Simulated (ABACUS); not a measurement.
# Sb (Im-3m) in ABACUS: notebook

The runs below take Sb through single point, with HSE-type (share 0.1, screening 0.11/bohr), HSE-type (share 0.25, screening 0.11/bohr), HSE-type (share 0.4, screening 0.11/bohr), PBE.

All numbers are computed with ABACUS 3.10.1; they aren't measurements. Logs are shortened: lines on timing, memory, paths and dates and some standing lists are left out, and cuts for length are marked.

## Step 1: The crystal as given

Symmetry: Im-3m, No. 229, cubic system. The conventional cell has a = 3.743 Å, b = 3.743 Å, c = 3.743 Å, α = 90.00°, β = 90.00°, γ = 90.00°. Sb (site symmetry m-3m) is surrounded by 8 Sb at 3.24 Å.

This isn't the form of Sb at room conditions, which is rhombohedral.

## Step 2: Single point, HSE-type (share 0.1, screening 0.11/bohr)

The input, INPUT:

```
INPUT_PARAMETERS
suffix              Sb
calculation         scf
basis_type          lcao
pseudo_dir          ./
orbital_dir         ./
symmetry            1
dft_functional      hse
ecutwfc             100
pseudo_rcut         7
nspin               1
nbands              12
ks_solver           genelpa
smearing_method     fd
smearing_sigma      0.00367493
scf_thr             1e-07
scf_nmax            100
mixing_type         broyden
mixing_beta         0.7
exx_hybrid_alpha    0.1
exx_hse_omega       0.11
exx_separate_loop   1
scf_ene_thr         1e-05
exx_pca_threshold   0.001
out_mul             1
```

The input, STRU:

```
ATOMIC_SPECIES
Sb 121.7600 Sb_ONCV_PBE-1.2.upf

NUMERICAL_ORBITAL
Sb_confined-atom_8au_2s2p2d.orb

LATTICE_CONSTANT
1.8897261246

LATTICE_VECTORS
-1.8713408863 1.8713408863 1.8713408863
1.8713408863 -1.8713408863 1.8713408863
1.8713408863 1.8713408863 -1.8713408863

ATOMIC_POSITIONS
Direct

Sb
0.0
1
0.0000000000 0.0000000000 0.0000000000 1 1 1
```

The input, KPT:

```
K_POINTS
0
Gamma
4 4 4 0 0 0
```

Potentials or basis: SG15 ONCV 1.2 PBE, DZP LCAO (the cutoffs set its grid).

Launch:

```
$ OMP_NUM_THREADS=8 abacus > log
```

running log:

```text
ABACUS v3.10.1

               Atomic-orbital Based Ab-initio Computation at UStc

 ------------------------------------------------------------------------------------

 READING GENERAL INFORMATION
                           global_out_dir = OUT.Sb/
                           global_in_card = INPUT
                               pseudo_dir = ./
                              orbital_dir = ./
                                    DSIZE = 1
                                    GSIZE = 1

 READING UNITCELL INFORMATION
                                    ntype = 1
                  lattice constant (Bohr) = 1.88973
              lattice constant (Angstrom) = 1

 READING ATOM TYPE 1
                               atom label = Sb
                      L=0, number of zeta = 2
                      L=1, number of zeta = 2
                      L=2, number of zeta = 2
             number of atom for this type = 1

                        TOTAL ATOM NUMBER = 1
DIRECT COORDINATES
    atom                   x                   y                   z     mag                  vx                  vy                  vz
taud_Sb1            0.0000000000        0.0000000000        0.0000000000  0.0000        0.0000000000        0.0000000000        0.0000000000

                          Volume (Bohr^3) = 176.895
                             Volume (A^3) = 26.2131

 Lattice vectors: (Cartesian coordinate: in unit of a_0)
             -1.87134            +1.87134            +1.87134
             +1.87134            -1.87134            +1.87134
             +1.87134            +1.87134            -1.87134
 Reciprocal vectors: (Cartesian coordinate: in unit of 2 pi/a_0)
                   +0           +0.267188           +0.267188
            +0.267188                  +0           +0.267188
            +0.267188           +0.267188                  +0
 The esolver type has been set to : ksdft_lcao

                PAO radial cut off (Bohr) = 7

 Read in pseudopotential file is Sb_ONCV_PBE-1.2.upf
                     pseudopotential type = NC
          exchange-correlation functional = PBE
                 nonlocal core correction = 0
                        valence electrons = 15
                                     lmax = 2
                           number of zeta = 0
[... 5 lines left out ...]
                           L of projector = 2
                           L of projector = 2
 XC functional updated to : hse
          exchange-correlation functional = HSE
     initial pseudo atomic orbital number = 0

 SETUP THE ELECTRONS NUMBER
            electron number of element Sb = 15
      total electron number of element Sb = 15
            AUTOSET number of electrons:  = 15
                           occupied bands = 8
                                   NLOCAL = 18
                                   NBANDS = 12
                                   NBANDS = 12
                                   NLOCAL = 18

%%%%%%%%%%%%%%%%%%%%%%%%%%%%%%%%%%%%%%%%%%%%%%%%%%%%%%%%%%%%%%%%%%%%%%%%%%%%%%%%%%%%%%%%%%%%%%%%%%%%%%%%%%
 Warning: the number of valence electrons in pseudopotential > 5 for Sb: [Kr] 4d10 5s2 5p3
 Pseudopotentials with additional electrons can yield (more) accurate outcomes, but may be less efficient.
 If you're confident that your chosen pseudopotential is appropriate, you can safely ignore this warning.
%%%%%%%%%%%%%%%%%%%%%%%%%%%%%%%%%%%%%%%%%%%%%%%%%%%%%%%%%%%%%%%%%%%%%%%%%%%%%%%%%%%%%%%%%%%%%%%%%%%%%%%%%%

 SETUP THE PLANE WAVE BASIS
 energy cutoff for charge/potential (unit:Ry) = 400
            fft grid for charge/potential = [ 40, 40, 40 ]
                        fft grid division = [ 4, 4, 4 ]
        big fft grid for charge/potential = [ 10, 10, 10 ]
                                     nbxx = 1000
                                     nrxx = 64000

 SETUP PLANE WAVES FOR CHARGE/POTENTIAL
                    number of plane waves = 24103
                         number of sticks = 1133

 PARALLEL PW FOR CHARGE/POTENTIAL
     PROC   COLUMNS(POT)             PW
        1           1133          24103
 --------------- sum -------------------
        1           1133          24103
                            number of |g| = 234
                                  max |g| = 36.1231
                                  min |g| = 0

----------- Double Check Mixing Parameters Begin ------------
mixing_type: broyden
mixing_beta: 0.7
mixing_gg0: 1
mixing_gg0_min: 0.1
mixing_ndim: 8
----------- Double Check Mixing Parameters End ------------

 LATTICE VECTORS: (CARTESIAN COORDINATE: IN UNIT OF A0)
             -1.87134            +1.87134            +1.87134
             +1.87134            -1.87134            +1.87134
             +1.87134            +1.87134            -1.87134
                       right hand lattice = 1
                                   NORM_A = 3.24126
                                   NORM_B = 3.24126
                                   NORM_C = 3.24126
                           ALPHA (DEGREE) = 109.471
                           BETA  (DEGREE) = 109.471
                           GAMMA (DEGREE) = 109.471

 The lattice vectors have been changed (STRU_SIMPLE.cif)

(for optimal symmetric configuration:)
                             BRAVAIS TYPE = 2
                     BRAVAIS LATTICE NAME = 02. Cubic I (body-centered)
                                    ibrav = 2
                                    IBRAV = 2
                                  BRAVAIS = BODY CENTERED CUBIC
                       LATTICE CONSTANT A = 3.74268
Original cell was already a primitive cell.
                        ROTATION MATRICES = 48
              PURE POINT GROUP OPERATIONS = 48
                   SPACE GROUP OPERATIONS = 48
                              POINT GROUP = O_h
               POINT GROUP IN SPACE GROUP = O_h

 SETUP K-POINTS
                                    nspin = 1
                   Input type of k points = Monkhorst-Pack(Gamma)
                                   nkstot = 64
                       right hand lattice = 1
(for reciprocal lattice: )
                             BRAVAIS TYPE = 3
                     BRAVAIS LATTICE NAME = 03. Cubic F (face-centered)
                                    ibrav = 3
                       right hand lattice = 1
(for k-lattice: )
                             BRAVAIS TYPE = 3
                     BRAVAIS LATTICE NAME = 03. Cubic F (face-centered)
                                    ibrav = 3
                       right hand lattice = 1
                        ROTATION MATRICES = 48
                               nkstot_ibz = 8
K-POINTS REDUCTION ACCORDING TO SYMMETRY
     IBZ    DIRECT_X    DIRECT_Y    DIRECT_Z  WEIGHT  ibz2bz
       1  0.00000000  0.00000000  0.00000000  0.0156       0
       2 -0.25000000  0.25000000  0.00000000  0.1875       1
       3  0.50000000  0.50000000  0.00000000  0.0938       2
       4  0.50000000  0.25000000  0.25000000  0.3750       5
       5  0.25000000  0.25000000  0.25000000  0.0312      21
       6  0.25000000  0.25000000 -0.25000000  0.0938      23
       7  0.50000000  0.50000000  0.25000000  0.1875      26
       8  0.50000000  0.50000000  0.50000000  0.0156      42

                               nkstot now = 8
[... K-POINTS DIRECT COORDINATES: 8 rows ...]

           k-point number in this process = 8
       minimum distributed K point number = 8
[... stars of the k points ...]

[... K-POINTS CARTESIAN COORDINATES: 8 rows ...]

[... K-POINTS DIRECT COORDINATES: 8 rows ...]

 SETUP PLANE WAVES FOR WAVE FUNCTIONS
     energy cutoff for wavefunc (unit:Ry) = 100
              fft grid for wave functions = [ 40, 40, 40 ]
                    number of plane waves = 4585
                         number of sticks = 375

 PARALLEL PW FOR WAVE FUNCTIONS
     PROC   COLUMNS(POT)             PW
        1            375           4585
 --------------- sum -------------------
        1            375           4585

 SET NONLOCAL PSEUDOPOTENTIAL PROJECTORS
 max number of nonlocal projetors among all species is 6

 Auxiliary basis functions
		Sb		5 s		4 p		5 d		3 f		3 g

 -------------------------------------------
 SELF-CONSISTENT
 -------------------------------------------

 SETUP SEARCHING RADIUS FOR PROGRAM TO SEARCH ADJACENT ATOMS
                  longest orb rcut (Bohr) = 8
   longest nonlocal projector rcut (Bohr) = 3.62
                     search radius (Bohr) = 23.2
              searching radius is (Bohr)) = 23.2
         searching radius unit is (Bohr)) = 1.89
                         PeriodicBoundary = 1
                        Radius(unit:lat0) = 12.3
                                   glayer = [ 6, 6, 6 ]
                             glayer_minus = [ 5, 5, 5 ]

Find the coordinate range of the input atom(unit:lat0).
                                  min_tau = [ -28.1, -28.1, -28.1 ]
                                  max_tau = [ 28.1, 28.1, 28.1 ]
                                BoxNumber = [ 11, 11, 11 ]

 SETUP EXTENDED REAL SPACE GRID FOR GRID INTEGRATION
                          real space grid = [ 40, 40, 40 ]
                 big cell numbers in grid = [ 10, 10, 10 ]
             meshcell numbers in big cell = [ 4, 4, 4 ]
                        extended fft grid = [ 16, 16, 16 ]
                dimension of extened grid = [ 43, 43, 43 ]
                            UnitCellTotal = 125
              Atom number in sub-FFT-grid = 1
    Local orbitals number in sub-FFT-grid = 18
                                ParaV.nnr = 48276
                                 init_chg = atomic

 LCAO ALGORITHM --------------- ION=   1  ELEC=   1--------------------------------
 DeltaE_womix = -1912.45 eV

 Density error is 0.0190503861331
----------------------------------------------------------
     Energy           Rydberg                 eV
----------------------------------------------------------
 E_KohnSham     -141.0332515986      -1918.8558292083
 E_Harris       -141.5081475188      -1925.3171196807
 E_Fermi        1.0729444301         14.5981578871
----------------------------------------------------------

 LCAO ALGORITHM --------------- ION=   1  ELEC=   2--------------------------------
 DeltaE_womix = 1.08713 eV

 Density error is 0.00533528833032
----------------------------------------------------------
     Energy           Rydberg                 eV
----------------------------------------------------------
 E_KohnSham     -141.0336217510      -1918.8608653906
 E_Harris       -141.1139485394      -1919.9537674152
 E_Fermi        1.0657281358         14.4999751653
----------------------------------------------------------
[... 283 lines left out ...]
 Density error is 9.94501313084e-08
----------------------------------------------------------
     Energy           Rydberg                 eV
----------------------------------------------------------
 E_KohnSham     -140.8016570324      -1915.7048234825
 E_KS(sigma->0) -140.8012674527      -1915.6995229780
 E_Harris       -140.8016581649      -1915.7048388904
 E_band         -7.6272979416        -103.7747123500
 E_one_elec     -32.1183194085       -436.9921541402
 E_Hartree      22.7729677639        309.8421219589
 E_xc           -14.6334017460       -199.0976448687
 E_Ewald        -115.7739003276      -1575.1847241398
 E_entropy(-TS) -0.0007791595        -0.0106010091
 E_descf        0.0000000000         0.0000000000
 E_exx          -1.0482241546        -14.2618212836
 E_Fermi        1.0522137153         14.3161020418
----------------------------------------------------------

 charge density convergence is achieved
 final etot is -1915.7048235 eV
 EFERMI = 14.316102042 eV

 STATE ENERGY(eV) AND OCCUPATIONS    NSPIN == 1
 1/8 kpoint (Cartesian) = 0.0000 0.0000 0.0000 (3043 pws)
       1       -14.9532      0.0312500
       2       -14.9532      0.0312500
       3       -14.9532      0.0312500
       4       -14.8589      0.0312500
       5       -14.8589      0.0312500
       6       0.927235      0.0312500
       7        20.4115    3.55470e-55
       8        20.4115    3.55470e-55
       9        20.4115    3.55470e-55
      10        26.5984        0.00000
      11        26.5984        0.00000
      12        26.5984        0.00000

 2/8 kpoint (Cartesian) = 0.066797 -0.066797 0.0000 (2980 pws)
       1       -14.9670       0.375000
       2       -14.9331       0.375000
       3       -14.8803       0.375000
       4       -14.8716       0.375000
       5       -14.8636       0.375000
       6        2.30638       0.375000
       7        14.2611       0.281332
       8        17.9004    2.76272e-32
       9        19.7316    3.43403e-48
      10        23.3476    1.34139e-79
      11        23.9104    1.73425e-84
      12        29.5422        0.00000
[... 43 lines left out ...]
 6/8 kpoint (Cartesian) = 0.0000 0.0000 0.13359 (2971 pws)
       1       -14.9071       0.187500
       2       -14.8951       0.187500
       3       -14.8951       0.187500
       4       -14.8865       0.187500
       5       -14.8821       0.187500
       6        3.66801       0.187500
       7        14.7619    2.51710e-05
       8        15.3491    1.99785e-10
       9        15.3491    1.99785e-10
      10        20.7729    1.54913e-57
      11        28.5741        0.00000
      12        28.5741        0.00000

[... levels at 2 further k points ...]

 --------------------------------------------
 !FINAL_ETOT_IS -1915.704823482516 eV
 --------------------------------------------
```

It took 27 s on 8 threads of AMD EPYC 9R45 (Zen 5), shared host; peak memory 2.4 GiB.

Results:

| Quantity | Value |
| --- | --- |
| Free energy | -1915.7048 eV |
| Band gap on the k mesh | none (metal or under the smearing width) |

Caveat: the k mesh is coarse (spacing up to 0.59 Å⁻¹), so the values aren't converged, least of all with exact exchange; the atomic orbitals were generated for these runs and aren't a published set; gaps of hybrids in this basis differ from plane-wave ones by up to 0.1 eV; the basis of atomic orbitals isn't converged, which shifts pressures, moduli and gaps.

[end of part 1 of 2]
